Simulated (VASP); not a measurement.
# Se (P3_121) in VASP: single point with r2SCAN

Aim: the single point of Se with r2SCAN.

Program: VASP 6.6.1. These are calculated values, not measurements. Logs are shortened: lines on timing, memory, paths and dates and some standing lists are left out, and cuts for length are marked.

## Step 1: Starting point

The structure is trigonal, space group P3_121 (No. 152). Conventional cell: a = 4.356 Å, b = 4.356 Å, c = 4.944 Å, α = 90.00°, β = 90.00°, γ = 120.00°. Se (site symmetry 2) has 2 Se at 2.37 Å as nearest neighbours.

## Step 2: Single point, r2SCAN

File POSCAR:

```
Se
1.0
    4.3556650000      0.0000000000      0.0000000000
   -2.1778320000      3.7721170000      0.0000000000
    0.0000000000      0.0000000000      4.9439990000
Se
3
Direct
    0.2254000000      0.0000000000      0.3333300000
    0.0000000000      0.2254000000      0.6666600000
    0.7746000000      0.7746000000      0.0000000000
```

File INCAR.step1:

```
SYSTEM = Se
PREC = Accurate ; ENCUT = 520
ISMEAR = -1 ; SIGMA = 0.035
LREAL = .FALSE. ; LASPH = .TRUE.
NELM = 100 ; NBANDS = 16
GGA = PE ; ALGO = Normal
EDIFF = 1E-4 ; LWAVE = .TRUE.
LCHARG = .FALSE.
```

File INCAR.step2:

```
SYSTEM = Se
PREC = Accurate ; ENCUT = 520
EDIFF = 1E-6 ; ISMEAR = -1
SIGMA = 0.035 ; LREAL = .FALSE.
LASPH = .TRUE. ; NELM = 100
ALGO = Normal ; ISIF = 2
LWAVE = .FALSE. ; LCHARG = .TRUE.
METAGGA = R2SCAN ; LMIXTAU = .TRUE.
LELF = .TRUE. ; LVHAR = .TRUE.
NBANDS = 16 ; ISTART = 1
```

File KPOINTS:

```
Automatic mesh
0
G
  7 7 5
  0 0 0
```

Potentials or basis: VASP PAW PBE potentials, release 64 (Se).

The run is started by

```
cat potpaw_PBE.64/Se/POTCAR > POTCAR
cp INCAR.step1 INCAR
mpirun -np 1 vasp_std > vasp.out
cp INCAR.step2 INCAR
mpirun -np 1 vasp_std > vasp.out
```

OUTCAR:

```text
SYSTEM = Se
   PREC = Accurate
   ENCUT = 520
   EDIFF = 1E-6
   ISMEAR = -1
   LREAL = .FALSE.
   LASPH = .TRUE.
   NELM = 100
   ISIF = 2
   METAGGA = R2SCAN
   ISTART = 1

 ion  position               nearest neighbor table
   1  0.225  0.000  0.333-   2 2.37   3 2.37
   2  0.000  0.225  0.667-   1 2.37   3 2.37
   3  0.775  0.775  0.000-   1 2.37   2 2.37

  LATTYP: Found a hexagonal cell.
 ALAT       =     4.3556650000
 C/A-ratio  =     1.1350732896

  Lattice vectors:

 A1 = (   4.3556650000,   0.0000000000,   0.0000000000)
 A2 = (  -2.1778320000,   3.7721170000,   0.0000000000)
 A3 = (   0.0000000000,   0.0000000000,   4.9439990000)

Analysis of symmetry for initial positions (statically):
=====================================================================
 Subroutine PRICEL returns:
 Original cell was already a primitive cell.

 Routine SETGRP: Setting up the symmetry group for a
 hexagonal supercell.

 Subroutine GETGRP returns: Found  2 space group operations
 (whereof  1 operations were pure point group operations)
 out of a pool of 24 trial point group operations.

The static configuration has the point symmetry C_1 .
 The point group associated with its full space group is C_2 .

Analysis of symmetry for dynamics (positions and initial velocities):
=====================================================================
 Subroutine PRICEL returns:
 Original cell was already a primitive cell.

 Routine SETGRP: Setting up the symmetry group for a
 hexagonal supercell.

 Subroutine GETGRP returns: Found  2 space group operations
 (whereof  1 operations were pure point group operations)
 out of a pool of 24 trial point group operations.

The dynamic configuration has the point symmetry C_1 .
 The point group associated with its full space group is C_2 .

 Subroutine INISYM returns: Found  2 space group operations
 (whereof  1 operations are pure point group operations),
 and found     1 'primitive' translations

----------------------------------------------------------------------------------------

                                     Primitive cell

  volume of cell :      81.2303

  direct lattice vectors                    reciprocal lattice vectors
     4.355665000  0.000000000  0.000000000     0.229586068  0.132551531  0.000000000
    -2.177832000  3.772117000  0.000000000     0.000000000  0.265103124  0.000000000
     0.000000000  0.000000000  4.943999000     0.000000000  0.000000000  0.202265413

  length of vectors
     4.355665000  4.355665148  4.943999000     0.265103133  0.265103124  0.202265413

  position of ions in fractional coordinates (direct lattice)
     0.225400000  0.000000000  0.333330000
     0.000000000  0.225400000  0.666660000
     0.774600000  0.774600000  0.000000000

  ion indices of the primitive-cell ions
   primitive index   ion index
                 1           1
                 2           2
                 3           3

----------------------------------------------------------------------------------------

 KPOINTS: Automatic mesh

Automatic generation of k-mesh.
 Grid dimensions read from file:
 generate k-points for:    7    7    5

 Generating k-lattice:

  Cartesian coordinates                     Fractional coordinates (reciprocal lattice)
     0.032798010  0.018935933  0.000000000     0.142857143  0.000000000  0.000000000
     0.000000000  0.037871875  0.000000000     0.000000000  0.142857143  0.000000000
     0.000000000  0.000000000  0.040453083     0.000000000  0.000000000  0.200000000

  Length of vectors
     0.037871876  0.037871875  0.040453083

  Shift w.r.t. Gamma in fractional coordinates (k-lattice)
     0.000000000  0.000000000  0.000000000

 Subroutine IBZKPT returns following result:
 ===========================================

 Found     72 irreducible k-points:

 Following reciprocal coordinates:
            Coordinates               Weight
  0.000000  0.000000  0.000000      1.000000
  0.142857  0.000000  0.000000      4.000000
  0.000000  0.142857  0.000000      2.000000
  0.285714  0.000000  0.000000      4.000000
  0.000000  0.285714  0.000000      2.000000
  0.428571  0.000000  0.000000      4.000000
[... 16 lines left out ...]
  0.000000  0.285714  0.200000      2.000000
 -0.285714 -0.000000  0.200000      4.000000
 [... further k-points ...]
   k-points           NKPTS =     72   k-points in BZ     NKDIM =     72   number of bands    NBANDS=     16
   number of dos      NEDOS =    301   number of ions     NIONS =      3
   total plane-waves  NPLWV =  40960
   dimension x,y,z NGX =    32 NGY =   32 NGZ =   40
   dimension x,y,z NGXF=    64 NGYF=   64 NGZF=   80
   ions per type =               3
   NGX,Y,Z   is equivalent  to a cutoff of  12.21, 12.21, 13.45 a.u.
   NGXF,Y,Z  is equivalent  to a cutoff of  24.43, 24.43, 26.90 a.u.
 SYSTEM =  Se
   PREC   = accura    normal or accurate (medium, high low for compatibility)
   ISTART =      1    job   : 0-new  1-cont  2-samecut
   ICHARG =      0    charge: 1-file 2-atom 10-const
   ISPIN  =      1    spin polarized calculation?
   LNONCOLLINEAR =      F non collinear calculations
   LSORBIT =      F    spin-orbit coupling
   LASPH  =      T    aspherical Exc in radial PAW
   ENCUT  =  520.0 eV  38.22 Ry    6.18 a.u.   8.10  8.10  9.19*2*pi/ulx,y,z
   NELM   =    100;   NELMIN=  2; NELMDL=  0     # of ELM steps
   EDIFF  = 0.1E-05   stopping-criterion for ELM
   LREAL  =      F    real-space projection
   EDIFFG = 0.1E-04   stopping-criterion for IOM
   NSW    =      0    number of steps for IOM
   IBRION =     -1    ionic relax: 0-MD 1-quasi-New 2-CG
   NFREE  =      0    steps in history (QN), initial steepest desc. (CG)
   ISIF   =      2    stress and relaxation
   ISYM   =      2    0-nonsym 1-usesym 2-fastsym
   POTIM  = 0.5000    time-step for ionic-motion
   TEBEG  =    0.0;   TEEND  =   0.0 temperature during run
   PSTRESS=    0.0 pullay stress
   NELECT =      18.0000    total number of electrons
   NUPDOWN=      -1.0000    fix difference up-down
   EMIN   =  10.00;   EMAX   =-10.00  energy-range for DOS
   EFERMI =   0.00;   METHOD = LEGACY
   ISMEAR =    -1;   SIGMA  =   0.04  broadening in eV -4-tet -1-fermi 0-gaus
   EFERMI_NEDOS =   21; number of points for ismear=-14 and -15
   IALGO  =     38    algorithm
   IMIX   =      4    mixing-type and parameters
     AMIX     =   0.40;   BMIX     =  1.00
     AMIX_MAG =   1.60;   BMIX_MAG =  1.00
  volume/ion in A,a.u.               =      27.08       182.72
  Fermi-wavevector in a.u.,A,eV,Ry     =   0.990664  1.872083 13.352961  0.981415
  Thomas-Fermi vector in A             =   2.122350
   LORBIT       =      0    0 simple, 1 ext, 2 COOP (PROOUT), +10 PAW based schemes
   METAGGA = R2SCAN    functional components
   LHFCALC =     F    Hartree Fock is set to
   AEXX    =    0.0000 exact exchange contribution
   IVDW    =     0    specifies the selected vdW correction
   LEPSILON=     F    determine dielectric tensor
   LRPA    =     F    only Hartree local field effects (RPA)
 non-spin polarized calculation
  energy-cutoff  :      520.00
  volume of cell :       81.23
 maximum number of plane-waves:      2204
   NGX = 17   NGY = 17   NGZ = 19

 number of electron      18.0000001 magnetization

 Free energy of the ion-electron system (eV)
  ---------------------------------------------------
  ext. energy  EPLUGINS =         0.00000000
  ---------------------------------------------------
  free energy    TOTEN  =       -42.90715947 eV

  energy without entropy =      -42.90715947  energy(sigma->0) =      -42.90715947

 E-fermi :   3.2196     XC(G=0):  -9.3083

 val. band max:        2.4174330380   @ k =   0.0000   0.4286   0.4000
 cond. band min:       3.9304470413   @ k =   0.0000   0.0000   0.4000
 fundamental gap:      1.5130140033
 Fermi energy:         3.2195893269

 k-point     1 :       0.0000    0.0000    0.0000
  band No.  band energies     occupation
      1     -14.0795      2.00000
      2      -9.6884      2.00000
      3      -9.6883      2.00000
      4      -1.5267      2.00000
      5      -1.5267      2.00000
      6      -1.4407      2.00000
[... 8 lines left out ...]
     15       9.3934      0.00000
     16      11.3876      0.00000

 k-point     2 :       0.1429    0.0000    0.0000
  band No.  band energies     occupation
      1     -13.9972      2.00000
      2      -9.7647      2.00000
      3      -9.6796      2.00000
      4      -2.1375      2.00000
      5      -1.7903      2.00000
      6      -1.2489      2.00000
[... 8 lines left out ...]
     15      10.2136      0.00000
     16      11.3556      0.00000

 k-point     3 :       0.0000    0.1429    0.0000
  band No.  band energies     occupation
      1     -13.9972      2.00000
      2      -9.7648      2.00000
      3      -9.6795      2.00000
      4      -2.1374      2.00000
      5      -1.7903      2.00000
      6      -1.2490      2.00000
[... 8 lines left out ...]
     15      10.2136      0.00000
     16      11.3556      0.00000

 k-point     4 :       0.2857    0.0000    0.0000
  band No.  band energies     occupation
      1     -13.7936      2.00000
      2      -9.9727      2.00000
      3      -9.6591      2.00000
      4      -2.6917      2.00000
      5      -2.1725      2.00000
      6      -1.2819      2.00000
[... 8 lines left out ...]
     15      11.2591      0.00000
     16      12.1553      0.00000
[... 324 lines left out ...]
 k-point    22 :       0.2857    0.0000    0.2000
  band No.  band energies     occupation
      1     -13.6026      2.00000
      2     -11.0149      2.00000
      3      -8.7644      2.00000
      4      -2.6636      2.00000
      5      -2.2661      2.00000
      6      -1.0439      2.00000
[... 8 lines left out ...]
     15      10.8480      0.00000
     16      11.4472      0.00000

 k-point    23 :       0.0000    0.2857    0.2000
  band No.  band energies     occupation
      1     -13.5995      2.00000
      2     -11.0424      2.00000
      3      -8.7021      2.00000
      4      -2.7851      2.00000
      5      -2.4726      2.00000
      6      -1.2212      2.00000
[... 8 lines left out ...]
     15      11.0965      0.00000
     16      12.0392      0.00000

 k-point    24 :      -0.2857   -0.0000    0.2000
  band No.  band energies     occupation
      1     -13.5995      2.00000
      2     -11.0424      2.00000
      3      -8.7022      2.00000
      4      -2.7851      2.00000
      5      -2.4726      2.00000
      6      -1.2212      2.00000
[... 8 lines left out ...]
     15      11.0965      0.00000
     16      12.0391      0.00000

 [... further k-points ...]

------------------------ aborting loop because EDIFF is reached ----------------------------------------

  FORCE on cell =-STRESS in cart. coord.  units (eV):
  Direction    XX          YY          ZZ          XY          YZ          ZX
  --------------------------------------------------------------------------------------
  -------------------------------------------------------------------------------------
  Total        0.6998865      0.6996604      1.2272483      0.0000001      0.0003380      0.0000000
  in kB       13.8044851     13.8000251     24.2061112      0.0000018      0.0066664      0.0000000
  external PRESSURE =      17.2702071 kB  Pullay stress =       0.0000000 kB

 VOLUME and BASIS-vectors are now :
 -----------------------------------------------------------------------------
  energy-cutoff  :      520.00
  volume of cell :       81.23
      direct lattice vectors                 reciprocal lattice vectors
     4.355665000  0.000000000  0.000000000     0.229586068  0.132551531  0.000000000
    -2.177832000  3.772117000  0.000000000     0.000000000  0.265103124  0.000000000
     0.000000000  0.000000000  4.943999000     0.000000000  0.000000000  0.202265413

 POSITION                                       TOTAL-FORCE (eV/Angst)
 -----------------------------------------------------------------------------------
      0.98177      0.00000      1.64798         0.123810      0.000000      0.000000
     -0.49088      0.85024      3.29597        -0.061905      0.107144      0.000229
      1.68695      2.92188      0.00000        -0.061905     -0.107144     -0.000229
 -----------------------------------------------------------------------------------
    total drift:                               -0.000009     -0.000000     -0.000000

  FREE ENERGIE OF THE ION-ELECTRON SYSTEM (eV)
  ---------------------------------------------------
  free  energy   TOTEN  =       -42.9071594670 eV

  energy  without entropy=      -42.9071594670  energy(sigma->0) =      -42.90715947
```

It took 2.4 min on 1 thread of Intel Xeon Platinum 8559C (Emerald Rapids), shared host; peak memory 0.24 GiB.

Results:

- Free energy: -42.9072 eV
- Pressure: 1.7 GPa
- Largest force: 0.124 eV/Å
- Band gap on the k mesh: 1.51 eV, indirect (least direct gap 1.87 eV)

Forces in eV/Å, atoms in the order of the input:
```
Se   0.124  0.000  0.000
Se  -0.062  0.107  0.000
Se  -0.062 -0.107  0.000
```

Caveat: the PAW data sets were made with another functional, which shifts forces and pressure a little; an odd mesh through Γ misses points on the zone boundary, where band edges often lie.
